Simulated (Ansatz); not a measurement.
# Binding across the interface in graphene/h-GaN/graphene sandwich (62 atoms)

How much energy holds the two parts of graphene/h-GaN/graphene sandwich (62 atoms) together, how does it fall off with distance, and how much does it hang on the functional?

Method: Kohn-Sham DFT, LDA, PAW (set soft_2), plane waves, in Ansatz 0.2.0.

## (1) Set-up

The cell holds 62 atoms: 48 C, 7 Ga and 7 N. Cell: a = 8.507 Å, b = 8.507 Å, c = 22.960 Å, α = 90.0°, β = 90.0°, γ = 120.0°. It derives from C and GaN. 12 cells of graphene (a = 2.46 Å, strained -0.17 %) and 7 cells of h-GaN (a = 3.21 Å, +0.17 %) on one hexagonal cell, twist 49.11 deg; facing planes 3.5, 3.46 Å apart; 16 Å of vacuum; displaced by a Gaussian of 0.01 Å. Regions: layer 1, 24 atoms (24 C); layer 2, 14 atoms (7 Ga and 7 N); layer 3, 24 atoms (24 C). Vacuum lies along c.

Coordinates:

```xyz
62
Lattice="8.5073 0.0000 0.0000 -4.2537 7.3675 0.0000 0.0000 0.0000 22.9600" Properties=species:S:1:pos:R:3
C    -1.4106    4.9035    8.0018
C    -0.7106    3.6739    7.9926
C    -1.4133    7.3598    8.0032
C    -0.7016    6.1278    8.0117
C     0.7196    1.2260    7.9958
C    -2.8230    7.3518    7.9873
C     0.7125    3.6868    8.0020
C     1.4247    2.4565    7.9972
C     0.7164    6.1512    8.0048
C     1.4309    4.9095    7.9958
C     2.8448    2.4650    8.0091
C     3.5459    1.2227    8.0064
C     2.8227    4.9105    7.9855
C     3.5451    3.7032    8.0036
C     7.0852    0.0005    8.0032
C     3.5514    6.1427    8.0199
C     4.9479    1.2262    8.0025
C     5.6662    0.0066    7.9885
C     4.9571    3.6792    7.9862
C     5.6825    2.4590    8.0142
C    -3.5239    6.1485    7.9921
C    -2.8293    4.9127    8.0057
C    -1.4091    2.4418    8.0098
C    -0.7067    1.2345    8.0124
Ga    4.8711    5.3365   11.4984
N     5.4710    3.5937   11.5115
Ga    6.6832    0.0877   11.4965
N     3.0453    5.7084   11.5046
Ga   -1.2151    3.2391   11.5119
N    -0.6185    1.4673   11.5273
Ga   -0.6002    6.4003   11.4805
N     0.0003    4.6414   11.5064
Ga    1.2182    1.1437   11.5096
N    -2.4331    6.7454   11.4958
Ga    1.8275    4.2828   11.4997
N     2.4354    2.5298   11.5073
Ga    4.2565    2.1804   11.5080
N     4.8676    0.4246   11.5066
C     4.9567    4.8873   14.9437
C     5.6468    3.6640   14.9490
C    -3.5475    7.3380   14.9681
C    -2.8481    6.0959   14.9506
C     7.0871    1.1956   14.9513
C     3.5280    7.3468   14.9513
C    -1.4368    3.6524   14.9486
C    -0.7175    2.4346   14.9575
C    -1.4277    6.1050   14.9557
C    -0.7121    4.8884   14.9550
C     0.7029    2.4131   14.9548
C     1.4118    1.1974   14.9642
C     0.7141    4.8895   14.9564
C     1.4112    3.6535   14.9596
C     0.7287    7.3456   14.9561
C     1.3986    6.1229   14.9626
C     2.8177    1.1971   14.9775
C    -0.7292    7.3339   14.9770
C     2.8122    3.6624   14.9516
C     3.5570    2.4212   14.9474
C     2.8351    6.1330   14.9566
C     3.5343    4.8954   14.9582
C     4.9619    2.4253   14.9612
C     5.6644    1.2226   14.9417
```

## (2) Single point at the start

A single point comes first, to see the forces before anything moves.

Contents of input.yaml:

```yaml
crystal:
  lattice:
    - [8.5073, 0.0, 0.0]
    - [-4.25365, 7.36754, 0.0]
    - [0.0, 0.0, 22.96]
  atoms:
    - { symbol: C, position: [0.16697, 0.66556, 0.34851] }
    - { symbol: C, position: [0.1658, 0.49866, 0.34811] }
    - { symbol: C, position: [0.33335, 0.99895, 0.34857] }
    - { symbol: C, position: [0.33339, 0.83173, 0.34894] }
    - { symbol: C, position: [0.16779, 0.16641, 0.34825] }
    - { symbol: C, position: [0.1671, 0.99786, 0.34788] }
    - { symbol: C, position: [0.33396, 0.50041, 0.34852] }
    - { symbol: C, position: [0.33418, 0.33342, 0.34831] }
    - { symbol: C, position: [0.50166, 0.8349, 0.34864] }
    - { symbol: C, position: [0.50138, 0.66637, 0.34825] }
    - { symbol: C, position: [0.50168, 0.33457, 0.34883] }
    - { symbol: C, position: [0.49979, 0.16596, 0.34871] }
    - { symbol: C, position: [0.66505, 0.66651, 0.3478] }
    - { symbol: C, position: [0.66803, 0.50264, 0.34859] }
    - { symbol: C, position: [0.83287, 7.0e-05, 0.34857] }
    - { symbol: C, position: [0.83433, 0.83375, 0.3493] }
    - { symbol: C, position: [0.66482, 0.16643, 0.34854] }
    - { symbol: C, position: [0.66648, 0.00089, 0.34793] }
    - { symbol: C, position: [0.83238, 0.49938, 0.34783] }
    - { symbol: C, position: [0.83483, 0.33376, 0.34905] }
    - { symbol: C, position: [0.00305, 0.83454, 0.34809] }
    - { symbol: C, position: [0.00083, 0.6668, 0.34868] }
    - { symbol: C, position: [8.0e-05, 0.33142, 0.34886] }
    - { symbol: C, position: [0.00071, 0.16756, 0.34897] }
    - { symbol: Ga, position: [0.93474, 0.72432, 0.5008] }
    - { symbol: "N", position: [0.88699, 0.48778, 0.50137] }
    - { symbol: Ga, position: [0.79154, 0.01191, 0.50072] }
    - { symbol: "N", position: [0.74536, 0.7748, 0.50107] }
    - { symbol: Ga, position: [0.07699, 0.43964, 0.50139] }
    - { symbol: "N", position: [0.02688, 0.19916, 0.50206] }
    - { symbol: Ga, position: [0.36381, 0.86872, 0.50002] }
    - { symbol: "N", position: [0.31502, 0.62998, 0.50115] }
    - { symbol: Ga, position: [0.22081, 0.15524, 0.50129] }
    - { symbol: "N", position: [0.17177, 0.91555, 0.50069] }
    - { symbol: Ga, position: [0.50547, 0.5813, 0.50086] }
    - { symbol: "N", position: [0.45796, 0.34337, 0.50119] }
    - { symbol: Ga, position: [0.64831, 0.29595, 0.50122] }
    - { symbol: "N", position: [0.60098, 0.05763, 0.50116] }
    - { symbol: C, position: [0.91432, 0.66335, 0.65086] }
    - { symbol: C, position: [0.91242, 0.49731, 0.65109] }
    - { symbol: C, position: [0.081, 0.99599, 0.65192] }
    - { symbol: C, position: [0.07892, 0.8274, 0.65116] }
    - { symbol: C, position: [0.9142, 0.16228, 0.65119] }
    - { symbol: C, position: [0.9133, 0.99719, 0.65119] }
    - { symbol: C, position: [0.07898, 0.49574, 0.65107] }
    - { symbol: C, position: [0.08089, 0.33045, 0.65146] }
    - { symbol: C, position: [0.2465, 0.82864, 0.65138] }
    - { symbol: C, position: [0.24805, 0.6635, 0.65135] }
    - { symbol: C, position: [0.24639, 0.32753, 0.65134] }
    - { symbol: C, position: [0.24721, 0.16252, 0.65175] }
    - { symbol: C, position: [0.41576, 0.66365, 0.65141] }
    - { symbol: C, position: [0.41383, 0.49589, 0.65155] }
    - { symbol: C, position: [0.58416, 0.99702, 0.6514] }
    - { symbol: C, position: [0.57994, 0.83107, 0.65168] }
    - { symbol: C, position: [0.41245, 0.16248, 0.65233] }
    - { symbol: C, position: [0.412, 0.99543, 0.65231] }
    - { symbol: C, position: [0.57911, 0.4971, 0.6512] }
    - { symbol: C, position: [0.58243, 0.32863, 0.65102] }
    - { symbol: C, position: [0.74947, 0.83244, 0.65142] }
    - { symbol: C, position: [0.74767, 0.66445, 0.65149] }
    - { symbol: C, position: [0.74785, 0.32919, 0.65162] }
    - { symbol: C, position: [0.7488, 0.16595, 0.65077] }
kpoints:
  mp_grid: { grid: [3, 3, 1] }
hamiltonian:
  xc: lda
scf:
  occupations: { method: gaussian, width: 0.05 }
output:
  forces: true
```

The run is started by

```sh
ansatz run input.yaml --threads 4 --pin off --max-ram 15872MiB --backend cpu --events-out ev --progress --plain --runs-dir out
```

Numbers of over 12 decimals in the logs are rounded to 6 here.

Log:

```text
Engine: ansatz 0.2.0, aarch64-unknown-linux-gnu
Pseudopotentials: kind: paw
Pseudopotential: C, paw, valence charge 4, recommended cutoff 420 eV (normal), C.paw.azcp
Pseudopotential: Ga, paw, valence charge 13, recommended cutoff 420 eV (normal), Ga.paw.azcp
Pseudopotential: N, paw, valence charge 5, recommended cutoff 420 eV (normal), N.paw.azcp
[... 3 lines on functional and potentials left out ...]
Crystal: 62 atoms, lattice volume = 1439.084 Å³
Basis set: ecut = 420 eV, 28187 PW (Γ)
Bands: 221, of which v1, the nominal top of the filled ones, is band 159 counted from 1 (158 counted from 0)
Symmetry: 1 space group operations
Space group: P1 (ITA 1), of the structure as read, at distance tolerance 1.1e-4 Å
k-points: 5 of 9 (time reversal used)
[... 10 lines on functional and potentials left out ...]
Initial density: superposition of atomic densities (neutral atoms: chi_scale 0, normalization atom), corrected by the library's trained network
Initial wavefunctions: pseudopotential atomic-orbital guess
Functional: x = slater, c = lda
SCF iter   1: F=—  HF=-40229.959903 eV  |F-HF|=—  |Δ(HF+E_count)|=         —  Δρ=6.21e-3  dr2=5.12e-1  ethr=1.77e-3  ⟨swp⟩=6.4  Hψ=5035  notcnv=0  defer=155
preconditioner: auto → LDOS  [metal: Δε(μ)=0.020 eV  Ē_g=15.015 eV  σ=0.050 eV  W_gap=0.22  n_scr=224 (ndim 8)  ℏωp=17.5 eV  f_vac=0.548  D(μ)=12.55/eV (n_scr^D=50)  β→1.0]
SCF iter   2: F=—  HF=-40230.187668 eV  |F-HF|=—  |Δ(HF+E_count)|=   2.28e-1  Δρ=9.42e-3  dr2=1.36e0  ethr=1.61e-4  ⟨swp⟩=3.0  Hψ=2142  notcnv=0  defer=263
SCF iter   3: F=—  HF=-40229.874065 eV  |F-HF|=—  |Δ(HF+E_count)|=   3.14e-1  Δρ=2.64e-3  dr2=1.08e-1  ethr=1.61e-4  ⟨swp⟩=3.0  Hψ=1950  notcnv=0  defer=263
SCF iter   4: F=—  HF=-40229.846904 eV  |F-HF|=—  |Δ(HF+E_count)|=   2.72e-2  Δρ=5.42e-4  dr2=4.07e-3  ethr=3.41e-5  ⟨swp⟩=2.0  Hψ=1998  notcnv=0  defer=266
SCF iter   5: F=—  HF=-40229.845762 eV  |F-HF|=—  |Δ(HF+E_count)|=   1.14e-3  Δρ=2.60e-4  dr2=1.32e-3  ethr=1.28e-6  ⟨swp⟩=2.0  Hψ=1568  notcnv=0  defer=266
SCF iter   6: F=—  HF=-40229.845591 eV  |F-HF|=—  |Δ(HF+E_count)|=   1.71e-4  Δρ=1.01e-4  dr2=1.88e-4  ethr=4.14e-7  ⟨swp⟩=2.0  Hψ=1579  notcnv=0  defer=266
SCF iter   7: F=—  HF=-40229.845602 eV  |F-HF|=—  |Δ(HF+E_count)|=   1.06e-5  Δρ=3.55e-5  dr2=3.03e-5  ethr=5.90e-8  ⟨swp⟩=2.2  Hψ=1573  notcnv=0  defer=266
SCF iter   8: F=—  HF=-40229.844657 eV  |F-HF|=—  |Δ(HF+E_count)|=   9.44e-4  Δρ=1.67e-5  dr2=8.27e-6  ethr=9.51e-9  ⟨swp⟩=2.0  Hψ=1024  notcnv=0  defer=266
SCF iter   9: F=—  HF=-40229.844665 eV  |F-HF|=—  |Δ(HF+E_count)|=   7.70e-6  Δρ=1.89e-5  dr2=7.97e-6  ethr=2.60e-9  ⟨swp⟩=2.0  Hψ=1568  notcnv=0  defer=266
SCF iter  10: F=—  HF=-40229.844665 eV  |F-HF|=—  |Δ(HF+E_count)|=   3.45e-7  Δρ=4.35e-6  dr2=5.69e-7  ethr=2.50e-9  ⟨swp⟩=2.0  Hψ=1560  notcnv=0  defer=266
SCF iter  11: F=-40229.844665 eV  HF=-40229.844665 eV  |F-HF|=1.52e-7  |Δ(HF+E_count)|=   5.81e-7  Δρ=1.92e-6  dr2=7.86e-8  ethr=3.14e-11  ⟨swp⟩=3.0  Hψ=3650  notcnv=0
SCF 1 converged in 11 iterations: F = -40229.844665 eV  dr2 = 7.86e-8
  greatest PAW one-centre occupation: 0.996 electrons in one spin orbital (limit 2), on the Ga atom at site 26 (counted from 0), in its partial waves of l = 2
SCF converged after 11 iterations
Free energy (F): -40229.844665 eV
Harris-Foulkes:  -40229.844665 eV  (|F-HF|=1.52e-7)
Internal energy: -40229.827984 eV  (E = F + TS)
E sigma→0 (E₀):  -40229.836325 eV
Entropy (-TS):   -0.016681 eV (-0.269 meV/atom)
Fermi energy:    0.356181 eV
--- Per-component energies (eV) ---
  E_band       = -2968.695973
  E_kinetic    = 6081.384194
  E_local      = -217550.407243  (includes V_loc(G=0)·N_el)
  E_nonlocal   = 4700.055464
  E_hartree    = 105498.684683
  E_xc         = -3165.888589
  E_vxc        = -3761.725466  (∫ρ·V_xc dr)
  E_paw        = -18645.258875  (= ΣΔE_a)
  E_vpaw       = -3435.361362  (= ΣTr[D̂ρ^β])
  E_aug_tail   = 0.000106  (compensation charges beyond the density's cutoff)
  E_ewald      = 82835.926648
  E_core_change = 15.675628  (= ΣΔE_core)
  E_smearing   = -0.016681  (= −TS)
  E_closure    = 0.000000  (closes the sum)
  Σ components = -40229.844665   (vs F -40229.844665, Δ=0.00e0)
--- Forces (eV/Å), atoms counted from 1 ---
  atom   1  C     -0.41624076    -0.07157747     0.03791529
  atom   2  C      0.48663168     0.07652931     0.19823354
  atom   3  C      0.20012790    -0.23107526    -0.02636725
  atom   4  C      0.05356675     0.55529811    -0.03404515
  atom   5  C     -0.36566573    -0.16031828     0.04584281
  atom   6  C     -0.07570566     1.10226578     0.09952662
  atom   7  C     -0.09672294    -0.39135631    -0.11317792
  atom   8  C      0.03868758     0.16279451     0.09217806
  atom   9  C     -0.04533588    -0.69987397    -0.07266262
  atom  10  C     -0.92152672     0.44312745     0.05478603
  atom  11  C     -0.15870724    -0.10609409    -0.10033268
  atom  12  C     -0.20484916     0.41221391     0.00297710
  atom  13  C      1.12164339     0.69336855     0.31443242
  atom  14  C     -0.06722617    -1.19454726    -0.20962083
[...]
atom  61  C     -0.28883832     0.67004653    -0.24436406
  atom  62  C      0.67783702    -1.26218755     0.23166391
  max |Σ_I F_I| component: 8.89e-4 eV/Å
```

It took 65 s on 4 threads of Arm Neoverse V1, shared host; peak memory 5.3 GiB; 4.3 min of CPU time.

Reading the cycles: dr2 is the Hartree energy of the density residual (eV), the measure of convergence; HF is the Harris–Foulkes estimate of the energy, which meets the free energy F at convergence.

The r.m.s. force at the start is 0.48 eV/Å.

## (3) Relaxation

With the cell held, the atoms are moved downhill towards a nearby minimum.

Contents of input.yaml:

```yaml
crystal:
  lattice:
    - [8.5073, 0.0, 0.0]
    - [-4.25365, 7.36754, 0.0]
    - [0.0, 0.0, 22.96]
  atoms:
    [... the 62 atom lines of step 2 ...]
kpoints:
  mp_grid: { grid: [3, 3, 1] }
hamiltonian:
  xc: lda
scf:
  occupations: { method: gaussian, width: 0.05 }
output:
  forces: true
relax:
  f_tol: 0.05
  max_steps: 120
```

Log:

```text
[...]
Crystal: 62 atoms, lattice volume = 1439.084 Å³
Basis set: ecut = 420 eV, 28187 PW (Γ)
Bands: 221, of which v1, the nominal top of the filled ones, is band 159 counted from 1 (158 counted from 0)
Symmetry: 1 space group operations
[...]
k-points: 5 of 9 (time reversal used)
[...]
SCF iter   1: F=—  HF=-40229.959902 eV  |F-HF|=—  |Δ(HF+E_count)|=         —  Δρ=6.21e-3  dr2=5.12e-1  ethr=1.77e-3  ⟨swp⟩=6.4  Hψ=5035  notcnv=0  defer=155
[...]
SCF iter   6: F=—  HF=-40229.844636 eV  |F-HF|=—  |Δ(HF+E_count)|=   1.56e-4  Δρ=1.01e-4  dr2=1.88e-4  ethr=4.14e-7  ⟨swp⟩=2.0  Hψ=1579  notcnv=0  defer=266
SCF iter   7: F=-40229.844649 eV  HF=-40229.844634 eV  |F-HF|=1.46e-5  |Δ(HF+E_count)|=   1.17e-6  Δρ=3.56e-5  dr2=3.05e-5  ethr=1.97e-8  ⟨swp⟩=3.0  Hψ=4106  notcnv=0
SCF 1 converged in 7 iterations: F = -40229.844649 eV  dr2 = 3.05e-5
[...]
relax step   1: F+E_penalty+E_count = -40229.84464897 eV  Δ(F+E_penalty+E_count) = +0.000e0 eV  max|allowed force component| = 2.028e0 eV/Å  Δτ_max = 0.0000 Å  (7 SCF iters, dr2 threshold 6.25e-5 eV, accepted)
[...]
relax step   2: F+E_penalty+E_count = -40230.07440085 eV  Δ(F+E_penalty+E_count) = -2.298e-1 eV  max|allowed force component| = 1.004e0 eV/Å  Δτ_max = 0.0938 Å  (7 SCF iters, dr2 threshold 1.00e-4 eV, accepted)
[...]
relax step   3: F+E_penalty+E_count = -40230.14589057 eV  Δ(F+E_penalty+E_count) = -7.149e-2 eV  max|allowed force component| = 1.364e-1 eV/Å  Δτ_max = 0.0549 Å  (7 SCF iters, dr2 threshold 6.30e-5 eV, accepted)
[...]
relax step   4: F+E_penalty+E_count = -40230.14800480 eV  Δ(F+E_penalty+E_count) = -2.114e-3 eV  max|allowed force component| = 2.515e-2 eV/Å  Δτ_max = 0.0125 Å  (9 SCF iters, accepted)
SCF converged after 9 iterations
Free energy (F): -40230.148005 eV
[...]
Internal energy: -40230.124007 eV  (E = F + TS)
E sigma→0 (E₀):  -40230.136006 eV
Entropy (-TS):   -0.023997 eV (-0.387 meV/atom)
Fermi energy:    0.347702 eV
[...]
Σ components = -40230.148005   (vs F -40230.148005, Δ=0.00e0)
--- Forces (eV/Å), atoms counted from 1 ---
  atom   1  C      0.01019027    -0.00768123    -0.00222226
  atom   2  C     -0.00129226     0.01003146    -0.00108926
  atom   3  C     -0.00242365     0.01008934     0.00007676
  atom   4  C      0.00666162     0.00102264    -0.00153124
[...]
atom  62  C      0.00842323    -0.00996696    -0.00161442
  max |Σ_I F_I| component: 8.77e-4 eV/Å
--- Relaxed structure (4 steps of the walk, 4 accepted, 0 SCFs on fresh bases) ---
  F+E_penalty+E_count = -40230.14800480 eV   max|allowed force component| = 2.515e-2 eV/Å
  atoms:
    - { symbol: C, position: [0.167065, 0.666675, 0.351828] }
    - { symbol: C, position: [0.167098, 0.499929, 0.351582] }
    - { symbol: C, position: [0.333851, 1.000067, 0.351370] }
    - { symbol: C, position: [0.333900, 0.833495, 0.351989] }
[...]
- { symbol: C, position: [0.747599, 0.163180, 0.649737] }
```

The job ended after 3.2 min (4 threads; peak memory 5.3 GiB; 13 min of CPU time).

The relaxation converged after 4 steps, 0.303 eV below its start, with a largest force component of 0.025 eV/Å.

(Continued in part 2 of 3.)

[Logs are printed without paths, hosts, clocks, repeated set-up lines and the standing remarks that a program may print on its own settings, such as how far it seeks lower states.]

[Hosts, paths, dates, database ids (printed as entryN), source tags and the programs' standing remarks are cut or masked in the printed files.]
